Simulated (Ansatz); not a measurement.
The reference is AlSb in the zinc blende structure (space group F-43m, No. 216; a = 6.2256 Å).

Level of theory: PBE, PAW, 420 eV (Ansatz, a program for electronic structure; scalar-relativistic without spin-orbit coupling), earlier PAW set.

Before the change:

Electron mass: 1.6 mₑ along k, 0.11 mₑ across (at L)
Band gap: 1.24 eV
Gap character: indirect, Γ → L
Lattice parameter a: 11.765 bohr

Perturbation: hydrostatic tension (pressure −1 GPa).

Q: How does this affect the electron mass, band gap, gap character and lattice parameter a?

A: The electron mass becomes 0.070 mₑ (at Γ) (base: 1.6 mₑ along k, 0.11 mₑ across (at L)); the band gap shrinks by 0.12 eV (1.24 eV → 1.12 eV); the gap character becomes direct at Γ (base: indirect, Γ → L); the lattice parameter a increases by 0.084 bohr, from 11.765 bohr to 11.849 bohr.

With Sb present, leaving out spin-orbit coupling can change the band edges. Load acts through the strain it causes; cell and atoms are relaxed under it. Masses are band curvatures over ±0.01 Å⁻¹ around the edge. Along k means along the line from Γ to the band edge. Stability against distortions was not tested.
